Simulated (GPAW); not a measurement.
# AlCu (Pm-3m) in GPAW: convergence with basis set

Aim: find how far basis set must go before the results for AlCu settle, at LDA. This setting moves, with any that are tied to it; all else stays.

All numbers are computed with GPAW 26.7.0; they aren't measurements. Logs are shortened: lines on timing, memory, paths and dates and some standing lists are left out, and cuts for length are marked. The log counts tension as positive stress, the text compression.

## Step 1: The structure

Symmetry: Pm-3m, No. 221, cubic system. The conventional cell has a = 2.998 Å, b = 2.998 Å, c = 2.998 Å, α = 90.00°, β = 90.00°, γ = 90.00°. Cu (site symmetry m-3m) has 8 Al at 2.60 Å as nearest neighbours. Al (site symmetry m-3m) has 8 Cu at 2.60 Å as nearest neighbours.

The cell comes from a database or a generator and needn't be the stable form of this composition.

## Step 2: With basis set lcao:sz(dzp)

File run.py:

```python
from ase.dft.bandgap import bandgap
from ase.io import read, write
from gpaw import GPAW

atoms = read('POSCAR')

calc = GPAW(mode='lcao',
            h=0.16,
            basis='sz(dzp)',
            xc='LDA',
            kpts={'size': (9, 9, 9), 'gamma': True},
            occupations={'name': 'fermi-dirac', 'width': 0.05},
            convergence={'density': 1e-05, 'energy': 1e-05},
            maxiter=100,
            txt='gpaw.txt')
atoms.calc = calc
energy = atoms.get_potential_energy()
forces = atoms.get_forces()
calc.write('gs.gpw')
write('result.traj', atoms)
print(f'Energy: {energy:.6f} eV')
print('Forces (eV/A):')
print(forces.round(4))
print('Fermi level:', round(calc.get_fermi_level(), 4), 'eV')
print(f'Gap: {bandgap(calc)[0]:.4f} eV, direct: {bandgap(calc, direct=True)[0]:.4f} eV')
```

File POSCAR:

```
AlCu
1.0
    2.9975090000      0.0000000000      0.0000000000
    0.0000000000      2.9975090000      0.0000000000
    0.0000000000      0.0000000000      2.9975090000
Cu Al
1 1
Direct
    0.5000000000      0.5000000000      0.5000000000
    0.0000000000      0.0000000000      0.0000000000
```

Potentials or basis: the program's PAW data sets (release 1.2.1) made for this functional, lcao:sz(dzp).

Command:

```bash
OMP_NUM_THREADS=1 python run.py
```

gpaw.txt:

```text
__  _  _
 | _ |_)|_||  |
 |__||  | ||/\| - 26.7.0

Input parameters:
  mode=LCAO(),
  basis={'default': 'sz(dzp)'},
  convergence={'density': 1e-05, 'energy': 1e-05},
  h=0.16,
  kpts=MonkhorstPack(size=(9, 9, 9), gamma=True),
  maxiter=100,
  occupations=Occupations(name='fermi-dirac', width=0.05),
  xc=XC(name='LDA')
   .------.
  /|      |
 * |      |
 | | Cu   |
 | .------.
 |/      /
 Al-----*

Atoms  # Å, Bohr magnetons
|   | symbol |        x |        y |        z |    initial magnetic moments |
|---|--------|----------|----------|----------|-----------------------------|
| 0 |     Cu | 1.498754 | 1.498754 | 1.498754 | ( 0.0000,  0.0000,  0.0000) |
| 1 |     Al | 0.000000 | 0.000000 | 0.000000 | ( 0.0000,  0.0000,  0.0000) |

Unit cell  # Å
| periodic |        x |        y |        z |  lengths |    angles |
|----------|----------|----------|----------|----------|-----------|
|      yes | 2.997509 | 0.000000 | 0.000000 | 2.997509 | 90.000000 |
|      yes | 0.000000 | 2.997509 | 0.000000 | 2.997509 | 90.000000 |
|      yes | 0.000000 | 0.000000 | 2.997509 | 2.997509 | 90.000000 |

Number of symmetries: 48
Symmetry operations  # r_c * U_cc + t_c -> r_c
|    | kind |            matrix            |
|----|------|------------------------------|
|  0 |  E   |  1, 0, 0,  0, 1, 0,  0, 0, 1 |
|  1 |  σ   |  1, 0, 0,  0, 1, 0,  0, 0,-1 |
|  2 |  σ   |  1, 0, 0,  0, 0, 1,  0, 1, 0 |
|  3 |  C4  |  1, 0, 0,  0, 0, 1,  0,-1, 0 |
|  4 |  C4  |  1, 0, 0,  0, 0,-1,  0, 1, 0 |
|  5 |  σ   |  1, 0, 0,  0, 0,-1,  0,-1, 0 |
|  6 |  σ   |  1, 0, 0,  0,-1, 0,  0, 0, 1 |
|  7 |  C2  |  1, 0, 0,  0,-1, 0,  0, 0,-1 |
|  8 |  σ   |  0, 1, 0,  1, 0, 0,  0, 0, 1 |
|  9 |  C2  |  0, 1, 0,  1, 0, 0,  0, 0,-1 |
| 10 |  C3  |  0, 1, 0,  0, 0, 1,  1, 0, 0 |
| 11 |  S6  |  0, 1, 0,  0, 0, 1, -1, 0, 0 |
| 12 |  S6  |  0, 1, 0,  0, 0,-1,  1, 0, 0 |
| 13 |  C3  |  0, 1, 0,  0, 0,-1, -1, 0, 0 |
| 14 |  C4  |  0, 1, 0, -1, 0, 0,  0, 0, 1 |
| 15 |  S4  |  0, 1, 0, -1, 0, 0,  0, 0,-1 |
| 16 |  C3  |  0, 0, 1,  1, 0, 0,  0, 1, 0 |
[... 17 lines left out ...]
| 34 |  S6  |  0,-1, 0,  0, 0, 1,  1, 0, 0 |
| 35 |  C3  |  0,-1, 0,  0, 0, 1, -1, 0, 0 |
| 36 |  C3  |  0,-1, 0,  0, 0,-1,  1, 0, 0 |
| 37 |  S6  |  0,-1, 0,  0, 0,-1, -1, 0, 0 |
| 38 |  σ   |  0,-1, 0, -1, 0, 0,  0, 0, 1 |
| 39 |  C2  |  0,-1, 0, -1, 0, 0,  0, 0,-1 |
| 40 |  σ   | -1, 0, 0,  0, 1, 0,  0, 0, 1 |
| 41 |  C2  | -1, 0, 0,  0, 1, 0,  0, 0,-1 |
| 42 |  C2  | -1, 0, 0,  0, 0, 1,  0, 1, 0 |
| 43 |  S4  | -1, 0, 0,  0, 0, 1,  0,-1, 0 |
| 44 |  S4  | -1, 0, 0,  0, 0,-1,  0, 1, 0 |
| 45 |  C2  | -1, 0, 0,  0, 0,-1,  0,-1, 0 |
| 46 |  C2  | -1, 0, 0,  0,-1, 0,  0, 0, 1 |
| 47 |  i   | -1, 0, 0,  0,-1, 0,  0, 0,-1 |

BZ-sampling:
  Number of BZ points: 729
  Number of IBZ points: 35

  Monkhorst-Pack size: [9, 9, 9]
  Monkhorst-Pack shift: [0, 0, 0]

K-points  # in reciprocal-cell coordinates
|     |                                coordinates |     weight |
|-----|--------------------------------------------|------------|
|   0 | (  0.00000000,   0.00000000,   0.00000000) | 0.00137174 |
|   1 | (  0.11111111,   0.00000000,   0.00000000) | 0.00823045 |
|   2 | (  0.11111111,   0.11111111,   0.00000000) | 0.01646091 |
|   3 | (  0.11111111,   0.11111111,   0.11111111) | 0.01097394 |
|   4 | (  0.22222222,   0.00000000,   0.00000000) | 0.00823045 |
|   5 | (  0.22222222,   0.11111111,   0.00000000) | 0.03292181 |
|   6 | (  0.22222222,   0.11111111,   0.11111111) | 0.03292181 |
|   7 | (  0.22222222,   0.22222222,   0.00000000) | 0.01646091 |
|   8 | (  0.22222222,   0.22222222,   0.11111111) | 0.03292181 |
|   9 | (  0.22222222,   0.22222222,   0.22222222) | 0.01097394 |
| ... |                                            |            |
|  34 | (  0.44444444,   0.44444444,   0.44444444) | 0.01097394 |

basis functions: 10
Spin-components: 1 (collinear spins)
Bands:           10
Projectors:      11
Spin-degeneracy: 2
Datatype:        <class 'complex'>

Parallelization:
  kpt:    1
  domain: 1
  band:   1

Density:
  Valence electrons: 14.0
  Components: 1
  Grid points: [20 20 20]
  Charge: 0.0  # |e|

Potential:
  Grid points: [20 20 20]

species:
  Cu:
    name:    Copper
    Z:       29.0
    valence: 11
    core:    18
    charge:  0.0  # [|e|]
    compensation charges:
      type: gauss
      rc: 0.33  # [Å]
      lmax: 2
    cutoffs:
      filter: 2.06  # [Å]
      core: 2.43  # [Å]
[... 162 lines left out ...]
|-----|--------------------------------------------|------------|
|   0 | (  0.00000000,   0.00000000,   0.00000000) | 0.00137174 |
|   1 | (  0.11111111,   0.00000000,   0.00000000) | 0.00823045 |
|   2 | (  0.11111111,   0.11111111,   0.00000000) | 0.01646091 |
|   3 | (  0.11111111,   0.11111111,   0.11111111) | 0.01097394 |
|   4 | (  0.22222222,   0.00000000,   0.00000000) | 0.00823045 |
|   5 | (  0.22222222,   0.11111111,   0.00000000) | 0.03292181 |
|   6 | (  0.22222222,   0.11111111,   0.11111111) | 0.03292181 |
|   7 | (  0.22222222,   0.22222222,   0.00000000) | 0.01646091 |
|   8 | (  0.22222222,   0.22222222,   0.11111111) | 0.03292181 |
|   9 | (  0.22222222,   0.22222222,   0.22222222) | 0.01097394 |
| ... |                                            |            |
|  34 | (  0.44444444,   0.44444444,   0.44444444) | 0.01097394 |

basis functions: 10
Spin-components: 1 (collinear spins)
Bands:           10
Projectors:      11
Spin-degeneracy: 2
Datatype:        <class 'complex'>

Parallelization:
  kpt:    1
  domain: 1
  band:   1

Density:
  Valence electrons: 14.0
  Components: 1
  Grid points: [20 20 20]
  Charge: 0.0  # |e|

Potential:
  Grid points: [20 20 20]

species:
  Cu:
    name:    Copper
    Z:       29.0
    valence: 11
    core:    18
    charge:  0.0  # [|e|]
    compensation charges:
      type: gauss
      rc: 0.33  # [Å]
      lmax: 2
    cutoffs:
      filter: 2.06  # [Å]
      core: 2.43  # [Å]
    projectors
    | kind |    occ | energy [eV] | rcut [Å] |
    |------|--------|-------------|----------|
    |   4s |  1.000 |      -4.857 |    1.164 |
    |   4p |  0.000 |      -0.783 |    1.164 |
    |   3d | 10.000 |      -5.324 |    1.058 |
    |    s |        |      22.354 |    1.164 |
    |    p |        |      26.429 |    1.164 |
    |    d |        |      21.887 |    1.058 |

    LCAO basis set for Cu:
      Name: sz(dzp)
      File: <dir>
      Number of radial functions: 2
      Number of spherical harmonics: 6
        l=0, rc=8.9688 Bohr: 4s-sz confined orbital
        l=2, rc=5.1719 Bohr: 3d-sz confined orbital
      Number of RI-basis functions 0

  Al:
    name:    Aluminium
    Z:       13.0
    valence: 3
    core:    10
    charge:  0.0  # [|e|]
    compensation charges:
      type: gauss
      rc: 0.34  # [Å]
      lmax: 2
    cutoffs:
      filter: 1.91  # [Å]
      core: 2.36  # [Å]
    projectors
    | kind |    occ | energy [eV] | rcut [Å] |
    |------|--------|-------------|----------|
    |   3s |  2.000 |      -7.830 |    1.085 |
    |   3p |  1.000 |      -2.783 |    1.085 |
    |    s |        |      19.382 |    1.085 |
    |    p |        |      24.428 |    1.085 |
    |    d |        |       0.000 |    1.085 |

    LCAO basis set for Al:
      Name: sz(dzp)
      File: <dir>
      Number of radial functions: 2
      Number of spherical harmonics: 4
        l=0, rc=7.8750 Bohr: 3s-sz confined orbital
        l=1, rc=10.4219 Bohr: 3p-sz confined orbital
      Number of RI-basis functions 0

Reference energy: -51529.518355  # eV

eigensolver:
  <gpaw.new.lcao.eigensolver.LCAOEigensolver object>
density mixing:
  MSR1-Mixer
  Pratt-step length: 0.05
  Maximum mixing coefficient: 0.75
  Old densities: 10
  SVD Regularization: 0.005
  Good broyden scale: 1.0
  Trust region scale: 1.0
  Backstep threshold: 4.0
  History deletion threshold: 6.0
  Fourier metric: weight=20.0, sigma=0.015

occupation numbers:
  Fermi-Dirac:
    width: 0.0500  # eV

FastPoissonSolver using
    Stencil: 6*3+1=19 point O(h^6) finite-difference Laplacian
    FFT axes: [np.int64(0), np.int64(1), np.int64(2)]
    FST axes: []

xc functional:
  name: None
interpolation: tri-quintic # 5. degree polynomial

convergence criteria:
- Maximum integral of absolute [dens]ity change: 1e-05 electrons / valence electron
- Maximum [total energy] change in last 3 cyles: 1e-05 eV / valence electron
- Maximum integral of absolute [eigenst]ate change: 4e-08 eV^2 / valence electron
maximum number of iterations: 100

SCF iterations
|iter     | |      energy | eigst |  dens |
|---------|-|-------------|-------|-------|
|iter:   1| |   -8.375143 |      c|       |
|iter:   2| |   -7.990175 |      c| -1.00 |
|iter:   3| |   -7.329212 |      c| -1.10 |
|iter:   4| |   -7.297818 |      c| -1.67 |
|iter:   5| |   -7.289686 |      c| -2.01 |
|iter:   6| |   -7.289164 |      c| -2.84 |
|iter:   7| |   -7.289100 |      c| -3.34 |
|iter:   8| |   -7.289100c|      c| -4.16 |
|iter:   9| |   -7.289101c|      c| -4.50 |
|iter:  10| |   -7.289101c|      c| -5.44c|

Converged in 10 steps
Energy contributions relative to reference atoms: (reference = -51529.518355)

Energy contributions:
  Kinetic:           6.382148
  Coulomb:          -3.388673
  Zero:              0.017725
  External:          0.000000
  Xc:              -10.296393
  Entropy:          -0.007815
  Spinorbit:         0.000000
  ----------------------------
  Free energy:      -7.293009
  Extrapolated:     -7.289101

dipole moment: (-5.187765, -5.187765, -5.187765)  # |e|*Ang

Fermi level: 9.165
Eigenvalues  # (at kpt = [0.000, 0.000, 0.000])
| band index |      eig [eV] | occ [0-2] |
|------------|---------------|-----------|
|          0 |        -2.952 |     2.000 |
|          1 |         4.153 |     2.000 |
|          2 |         4.153 |     2.000 |
|          3 |         4.993 |     2.000 |
|          4 |         4.993 |     2.000 |
|          5 |         4.993 |     2.000 |
|          6 |        13.630 |     0.000 |
|          7 |        13.630 |     0.000 |
|          8 |        13.630 |     0.000 |
|          9 |        18.799 |     0.000 |

No gap
No difference between direct/indirect transitions

Forces  # eV/Ang
|        x |        y |        z |
|----------|----------|----------|
| -0.00000 | -0.00000 | -0.00000 |  # Cu   0
|  0.00000 |  0.00000 |  0.00000 |  # Al   1

# Writing to gs.gpw (mode='')
```

Run time: 73 s. Hardware: 1 thread of Arm Neoverse V1, shared host; peak memory 0.19 GiB.

What came out:

| Quantity | Value |
| --- | --- |
| Free energy | -7.2930 eV |
| Band gap on the k mesh | none (metal or under the smearing width) |

## Step 3: With basis set lcao:szp(dzp)

Edit run.py of step 2 so:

```diff
@@ -8,3 +8,3 @@
             h=0.16,
-            basis='sz(dzp)',
+            basis='szp(dzp)',
             xc='LDA',
```

POSCAR is that of step 2.

Potentials or basis: the program's PAW data sets (release 1.2.1) made for this functional, lcao:szp(dzp).

Command:

```bash
OMP_NUM_THREADS=1 python run.py
```

It took 5.2 min on 1 thread of Arm Neoverse V1, shared host; peak memory 0.21 GiB.

What came out:

```yaml
Free_energy: -8.6952 eV
Band_gap_on_the_k_mesh: none (metal or under the smearing width)
```

## Step 4: With basis set lcao:dz(dzp)

Edit run.py of step 3 so:

```diff
@@ -8,3 +8,3 @@
             h=0.16,
-            basis='szp(dzp)',
+            basis='dz(dzp)',
             xc='LDA',
```

POSCAR is that of step 3.

Potentials or basis: the program's PAW data sets (release 1.2.1) made for this functional, lcao:dz(dzp).

Command:

```bash
OMP_NUM_THREADS=1 python run.py
```

It took 1.8 min on 1 thread of Arm Neoverse V1, shared host; peak memory 0.19 GiB.

Results:

- Free energy: -8.2846 eV
- Band gap on the k mesh: none (metal or under the smearing width)

## Step 5: With basis set lcao:dzp

Edit run.py of step 4 so:

```diff
@@ -8,3 +8,3 @@
             h=0.16,
-            basis='dz(dzp)',
+            basis='dzp',
             xc='LDA',
```

POSCAR is that of step 4.

Potentials or basis: the program's PAW data sets (release 1.2.1) made for this functional, lcao:dzp.

Command:

```bash
OMP_NUM_THREADS=1 python run.py
```

Run time: 6.3 min. Hardware: 1 thread of Arm Neoverse V1, shared host; peak memory 0.22 GiB.

Results (log left out):

```yaml
Free_energy: -8.8690 eV
Band_gap_on_the_k_mesh: none (metal or under the smearing width)
```

## Step 6: With basis set fd

Edit run.py of step 5 so:

```diff
@@ -6,5 +6,4 @@
 
-calc = GPAW(mode='lcao',
+calc = GPAW(mode='fd',
             h=0.16,
-            basis='dzp',
             xc='LDA',
@@ -12,2 +11,3 @@
             occupations={'name': 'fermi-dirac', 'width': 0.05},
+            nbands=17,
             convergence={'density': 1e-05, 'energy': 1e-05},
```

POSCAR is that of step 5.

Potentials or basis: the program's PAW data sets (release 1.2.1) made for this functional, fd.

Command:

```bash
OMP_NUM_THREADS=1 python run.py
```

Run time: 62 s. Hardware: 1 thread of Arm Neoverse V1, shared host; peak memory 0.32 GiB.

Results (log left out):

* Free energy: -9.1821 eV
* Band gap on the k mesh: none (metal or under the smearing width)

## Step 7: With basis set pw

Edit run.py of step 6 so:

```diff
@@ -2,3 +2,4 @@
 from ase.io import read, write
-from gpaw import GPAW
+from ase.units import GPa
+from gpaw import GPAW, PW
 
@@ -6,4 +7,3 @@
 
-calc = GPAW(mode='fd',
-            h=0.16,
+calc = GPAW(mode=PW(600),
             xc='LDA',
@@ -18,2 +18,3 @@
 forces = atoms.get_forces()
+stress = atoms.get_stress()
 calc.write('gs.gpw')
@@ -23,2 +24,3 @@
 print(forces.round(4))
+print('Stress (GPa):', (stress / GPa).round(3))
 print('Fermi level:', round(calc.get_fermi_level(), 4), 'eV')
```

POSCAR is that of step 6.

Potentials or basis: the program's PAW data sets (release 1.2.1) made for this functional, pw.

Command:

```bash
OMP_NUM_THREADS=1 python run.py
```

Run time: 14 s. Hardware: 1 thread of Arm Neoverse V1, shared host; peak memory 0.14 GiB.

The run converged. Its results:

| Quantity | Value |
| --- | --- |
| Free energy | -9.1204 eV |
| Pressure | -8.0 GPa |
| Band gap on the k mesh | none (metal or under the smearing width) |

## Step 8: The series at a glance

```csv
basis set,"energy less the tightest run, at zero smearing (meV/atom)",SCF cycles,CPU time (s),peak memory (GiB)
lcao:sz(dzp),913.85,10,73,0.19
lcao:szp(dzp),212.65,11,310,0.21
lcao:dz(dzp),417.59,10,100,0.19
lcao:dzp,125.72,11,380,0.22
fd,-30.86,15,62,0.32
pw,0.00,11,14,0.14
```

Not settled before the last step: the energy (to 1 meV/atom). The tightest run that finished is the yardstick and may itself not be fully converged.

Caveats: with this Cu data set, volumes or pressures lay over 1.5 % or 2 GPa off other programs in two to four cells of ten.
